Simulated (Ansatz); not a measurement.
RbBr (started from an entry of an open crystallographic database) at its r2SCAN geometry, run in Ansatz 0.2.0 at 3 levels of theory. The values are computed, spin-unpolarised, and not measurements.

The PBE0 input:
```yaml
crystal:
  lattice:
    - [0.0, 3.4608318259, 3.4608318259]
    - [3.4608318259, 0.0, 3.4608318259]
    - [3.4608318259, 3.4608318259, 0.0]
  atoms:
    - { symbol: Rb, position: [0.0, 0.0, 0.0] }
    - { symbol: Br, position: [0.5, 0.5, 0.5] }
kpoints:
  mp_grid: { grid: [4, 4, 4] }
  band_path:
    path:
      - [0.0, 0.0, 0.0]
      - [0.5, 0.0, 0.5]
      - [0.625, 0.25, 0.625]
      - [0.375, 0.375, 0.75]
      - [0.5, 0.5, 0.5]
      - [0.5, 0.25, 0.75]
    npoints: 1
hamiltonian:
  xc: pbe0
scf:
  occupations: { method: fixed }
  n_extra_bands: 4
output:
  forces: true
  stress: true
  eigenvalues: true
```

Main results, then, where recorded, the levels near the gap in eV from the Fermi energy (columns number the bands from 0), one row a point of the path (Γ, X, U, K, L, W):
```
Crystal: 2 atoms, lattice volume = 82.903 Å³
Symmetry: 48 space group operations
Space group: Fm-3m (ITA 225)
```
```
Basis set: ecut = 420 eV, 1639 PW (Γ)
k-points: 8 of 64
hybrid outer 1: dexx = +3.152e-3 eV, tail = 1.40e-5 eV
hybrid outer 2: dexx = +2.079e-7 eV, tail = 2.98e-8 eV, Δε = 2.22e-3 eV
hybrid SCF converged: 2 outer / 8 inner (+2 warm-up)
Free energy (F): -6058.319302 eV
Fermi energy:    -0.222318 eV
--- Stress (GPa, compression-positive) ---
        0.290875       0.000000       0.000000
        0.000000       0.290875       0.000000
        0.000000       0.000000       0.290875
  P = ⅓ Tr σ = 0.2909 GPa (2.909 kbar)
```
```tsv
band_3	band_4	band_5	band_6	band_7	band_8	band_9	band_10
-9.102	-9.102	0.000	0.000	0.000	6.161	9.278	9.278
-9.171	-9.171	-0.508	-0.174	-0.174	7.512	9.042	11.014
-9.146	-9.128	-0.500	-0.439	-0.272	8.241	10.036	10.041
-9.146	-9.128	-0.500	-0.439	-0.272	8.241	10.036	10.041
-9.107	-9.049	-0.996	-0.352	-0.352	8.608	9.617	11.580
-9.223	-9.081	-0.495	-0.369	-0.369	8.984	8.984	10.206
```

With PBE0 the gap is 6.16 eV and direct, at Γ.

r2SCAN0. Against the first input these blocks differ (the band path and keys that only write files left aside):
```yaml
hamiltonian:
  xc: r2scan0
```

```
Basis set: ecut = 500 eV, 2085 PW (Γ)
k-points: 8 of 64
hybrid outer 1: dexx = +1.107e-3 eV, tail = 1.04e-5 eV
hybrid outer 2: dexx = +1.782e-7 eV, tail = 2.36e-8 eV, Δε = 9.08e-4 eV
hybrid SCF converged: 2 outer / 9 inner (+2 warm-up)
Free energy (F): -6074.090778 eV
Fermi energy:    -0.483129 eV
--- Stress (GPa, compression-positive) ---
       -0.071302       0.000000       0.000000
        0.000000      -0.071302       0.000000
        0.000000       0.000000      -0.071302
  P = ⅓ Tr σ = -0.0713 GPa (-0.713 kbar)
```
```tsv
band_3	band_4	band_5	band_6	band_7	band_8	band_9	band_10
-9.232	-9.232	0.000	0.000	0.000	6.461	9.618	9.618
-9.301	-9.301	-0.519	-0.176	-0.176	7.736	9.504	11.263
-9.276	-9.257	-0.501	-0.448	-0.272	8.478	10.290	10.518
-9.276	-9.257	-0.501	-0.448	-0.272	8.478	10.290	10.518
-9.236	-9.176	-0.996	-0.349	-0.349	8.837	9.911	12.015
-9.353	-9.209	-0.491	-0.376	-0.376	9.233	9.233	10.718
```

r2SCAN0 gives a direct gap of 6.46 eV at Γ. The mean stress, -0.1 GPa, is small, and the program warns that its thresholds are loose for a hybrid's stress.

Q: In the first input these blocks are replaced (the band path and keys that only write files left aside):
```yaml
hamiltonian:
  xc: hf
```
What comes out?

A:
```
Basis set: ecut = 420 eV, 1639 PW (Γ)
k-points: 8 of 64
hybrid outer 1: dexx = +1.501e-1 eV, tail = 1.89e-3 eV
hybrid outer 2: dexx = +1.237e-4 eV, tail = 1.26e-5 eV, Δε = 1.13e-2 eV
hybrid outer 3: dexx = +9.049e-7 eV, tail = 1.17e-7 eV, Δε = 6.41e-4 eV, ΔF = 3.68e-30 eV/Å
hybrid outer 4: dexx = +8.608e-9 eV, tail = 1.13e-8 eV, Δε = 1.81e-4 eV, ΔF = 3.42e-30 eV/Å
hybrid SCF converged: 4 outer / 17 inner (+3 warm-up)
Free energy (F): -5975.271313 eV
Fermi energy:    -2.871318 eV
--- Stress (GPa, compression-positive) ---
        1.906276       0.000000       0.000000
        0.000000       1.906276       0.000000
        0.000000       0.000000       1.906276
  P = ⅓ Tr σ = 1.9063 GPa (19.063 kbar)
```
```tsv
band_3	band_4	band_5	band_6	band_7	band_8	band_9	band_10
-10.513	-10.513	0.000	0.000	0.000	11.816	15.203	15.203
-10.597	-10.597	-0.601	-0.209	-0.209	13.053	15.104	16.826
-10.563	-10.535	-0.572	-0.515	-0.318	13.862	15.819	16.182
-10.563	-10.535	-0.572	-0.515	-0.318	13.862	15.819	16.182
-10.509	-10.423	-1.132	-0.403	-0.403	14.194	15.518	17.992
-10.659	-10.474	-0.568	-0.432	-0.432	14.687	14.687	16.391
```
The Hartree-Fock gap is direct at Γ: 11.82 eV. The mean pressure is +1.9 GPa (compression positive), so Hartree-Fock would enlarge the cell's volume. The stress of a hybrid is loosely converged here.

Totals of different functionals can't be compared.

Spin-orbit coupling is left out.

The meshes of the hybrids are coarse, so their gaps aren't converged to the digits shown.
